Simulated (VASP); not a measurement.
Bi:

```
Bi
1.0
    -1.98143    1.98143    1.98143
     1.98143   -1.98143    1.98143
     1.98143    1.98143   -1.98143
Bi
1
Direct
  0.00000 0.00000 0.00000
```

This isn't the form of Bi at room conditions, which is rhombohedral.

```yaml
Program: VASP 6.6.1
Task: relaxation of cell and atoms
Functional: AM05
Potentials_or_basis: VASP PAW PBE potentials, release 64 (Bi_d)
Cutoff: 600 eV
k_mesh: 14 × 14 × 14
Occupations: methfessel-paxton, width 0.1 eV
Spin: no spin polarisation
```

At the start: pressure -2.0 GPa; volume 31.12 Å³/atom.

Problem. How do energy, volume and symmetry change on relaxing?

Solution. Over 3 steps the energy falls by 7.7 meV/atom and the volume is 29.94 Å³/atom (-3.8 %); space group Im-3m (No. 229, to 0.05 Å).

Step by step:
```tsv
step	energy change (eV)	largest force (eV/Å)	pressure (GPa)	volume (Å³)
1	0.0000	0.0000	-2.03	31.12
2	-0.0057	0.0000	1.13	29.37
3	-0.0077	0.0000	0.03	29.94
```

Final structure:
```cif
data_structure
_symmetry_space_group_name_H-M 'P 1'
_symmetry_Int_Tables_number 1
_cell_length_a 3.3882
_cell_length_b 3.3882
_cell_length_c 3.3882
_cell_angle_alpha 109.471
_cell_angle_beta 109.471
_cell_angle_gamma 109.471
_cell_volume 29.94
loop_
_atom_site_label
_atom_site_type_symbol
_atom_site_fract_x
_atom_site_fract_y
_atom_site_fract_z
_atom_site_occupancy
Bi1 Bi 0.00000 0.00000 0.00000 1
```

Caveat: the PAW data sets were made with another functional, which shifts forces and pressure a little.
